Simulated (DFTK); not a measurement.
Ir:

```
Ir
1.0
     0.00000    1.91560    1.91560
     1.91560    0.00000    1.91560
     1.91560    1.91560    0.00000
Ir
1
Direct
  0.00000 0.00000 0.00000
```

Base run:

| Property | Result |
| --- | --- |
| Program | DFTK 0.8.2 |
| Functional | PBEsol |
| Potentials or basis | SG15 1.2 (PBE) |
| Cutoff | 1225 eV |
| k mesh | 12 × 12 × 12 |
| Occupations | fermi-dirac, width 0.05 eV |
| Spin | no spin polarisation |

Its results: band gap on the k mesh none (metal or under the smearing width); pressure -0.3 GPa.

Problem. The run is repeated on the same cell with these changes: functional from PBEsol to LDA; potentials or basis from SG15 1.2 (PBE) to cp2k.nc.sr.lda.v0_1.largecore.gth (LDA, GTH, large core); cutoff from 1225 eV to 1034 eV; valence electrons from 17 to 9. What comes out?

Solution. Band gap on the k mesh none (metal or under the smearing width); pressure 6.8 GPa.

Caveats: spin-orbit coupling is left out, which moves the levels of the heavy elements; the potentials were made for another functional, which shifts forces and pressure (some runs); GTH potentials come without recommended cutoffs, and this one wasn't checked for convergence (some runs); this set keeps more shells in the core, which shifts pressures and gaps (some runs).
